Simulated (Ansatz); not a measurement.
For AlSb in the zinc blende structure at 1000 K, quasi-harmonic approximation with DFT at the LDA level (Ansatz, a first-principles code) gives a volume expansion coefficient α_V = 17.90 × 10⁻⁶ K⁻¹, an isothermal bulk modulus B_T = 48.8 GPa, a molar volume V_m = 34.866 cm³/mol and C_V = 49.46 J/(mol K). Dynamical quadrupoles are not included in the interpolation of the phonons between the solved wave vectors. Spin-orbit coupling is not included.

Problem. Work out the Grüneisen parameter, C_P and the adiabatic bulk modulus.

Solution. γ = α_V B_T V_m / C_V = 0.62. C_P − C_V = α_V² B_T V_m T = 0.54 J/(mol K), so C_P = 50.01 J/(mol K). B_S = B_T C_P/C_V = B_T (1 + α_V γ T) = 49.3 GPa.

The PAW data sets were generated under PBE and serve the other functionals too.
